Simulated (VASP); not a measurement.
Wanted: the native input for a VASP 6.6.1 run.

- Task: single point
- Functional: PBE
- Potentials or basis: VASP PAW PBE potentials, release 64 (Co)
- Cutoff: 520 eV
- k mesh: 14 × 14 × 14
- Occupations: fermi-dirac, width 0.136057 eV
- Spin: no spin polarisation
- Dipole correction: no
- Further INCAR settings: ALGO = Normal; EDIFF = 1e-07; NBANDS = 10

The structure of Co lies in POSCAR:

```
Co
1.0
    2.2855425838      0.0000000000      0.0000000000
    0.0000000000      2.2855425838      0.0000000000
    0.0000000000      0.0000000000      2.2855425838
Co
1
Direct
    0.0000000000      0.0000000000      0.0000000000
```

The cell was built by a generator and needn't be a form met in nature.

The input as run:

INCAR

```
ALGO = Normal
EDIFF = 1E-7
ENCUT = 520
GGA = PE
ISIF = 2
ISMEAR = -1
LASPH = True
LCHARG = True
LELF = True
LREAL = False
LVHAR = True
LWAVE = False
NBANDS = 10
NELM = 100
PREC = Accurate
SIGMA = 0.13605693000000002
```

KPOINTS

```
k-points
0
Gamma
  14 14 14
```

Potentials or basis: VASP PAW PBE potentials, release 64 (Co).

Launch:

```sh
$ cat potpaw_PBE.64/Co/POTCAR > POTCAR
$ mpirun -np 1 vasp_std > vasp.out
```

Results of the run:

```json
{"Pressure": "-0.2 GPa", "Band gap on the k mesh": "none (metal or under the smearing width)"}
```

Caveat: the run has no spin polarisation, though such a crystal can be magnetic.

It took 5.4 s on 1 thread of Intel(R) Xeon(R) 6975P-C (Granite Rapids) (shared host), peak memory 0.13 GiB.
